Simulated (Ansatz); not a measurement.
**ZnAu: changes ranked by their effect on the pressure**

```xyz
2
Lattice="3.1470 0.0000 0.0000 0.0000 3.1470 0.0000 0.0000 0.0000 3.1470" Properties=species:S:1:pos:R:3 pbc="T T T"
Zn    1.5735    1.5735    1.5735
Au    0.0000    0.0000    0.0000
```

Atom numbers follow the list: Zn1, Au2.

The cell is COD entry 1510322, as deposited and not checked against the literature; nothing was relaxed.

All numbers below come from Ansatz 0.2.0, DFT, PBE, all-electron LAPW, scalar-relativistic.

Numerical set-up: a Γ-centred 13×13×13 k mesh, Fermi–Dirac smearing of 0.05 eV, basis error target 0.5 meV/atom, no spin polarisation.

Spin–orbit coupling is off unless a change turns it on.

In this reference run the pressure is 4.9 GPa (positive in compression). Each change below is made alone, on the same k mesh, with fractional coordinates held unless an atom is moved; x, y and z are the Cartesian axes.

Problem. Order the changes by the shift of the pressure, most negative first.
A. x and y strained by +1 %, z held
B. atom 2 (Au) moved by (0.0693, 0.0693, 0.0693) Å
C. volume scaled by 1.03
D. volume scaled by 0.97

Solution. C (-3.9 GPa), A (-2.7 GPa), B (+0.8 GPa), D (+4.7 GPa).
